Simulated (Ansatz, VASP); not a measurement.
# Rh in VASP and in Ansatz

```
CELL_PARAMETERS angstrom
0.00000 1.90155 1.90155
1.90155 0.00000 1.90155
1.90155 1.90155 0.00000
ATOMIC_POSITIONS crystal
Rh 0.00000 0.00000 0.00000
```

Alike in both runs: task relaxation of cell and atoms; functional PBE; k mesh 18 × 18 × 18; occupations gaussian, width 0.1 eV; no spin polarisation.

|  | VASP | Ansatz |
| --- | --- | --- |
| version | VASP 6.6.1 | Ansatz 0.2.0 |
| potentials or method | VASP PAW PBE potentials, release 64 (Rh_pv) | scalar-relativistic, plane waves, PAW |
| plane-wave cutoff (eV) | 600 | 420 |
| valence electrons in the cell | 15 | 17 |

VASP gave:

- gap on the k mesh at the Fermi level, each at its own relaxed structure (eV): none
- relaxed volume (Å³/atom): 14.04
- relaxed cell length with the largest relative difference (Å): 2.708
- energy change over the relaxation (meV/atom): -5

Problem. Estimate Ansatz's values.

Solution. gap on the k mesh at the Fermi level, each at its own relaxed structure (eV): none; relaxed volume (Å³/atom): 14.05; relaxed cell length with the largest relative difference (Å): 2.708; energy change over the relaxation (meV/atom): -5.

A gap of «none» marks a metal or a gap that the smearing closes. The two sets of potentials don't hold the same shells in valence.

PBE usually gives volumes a little too large and moduli too small. Zero-point motion and thermal expansion aren't in these numbers.
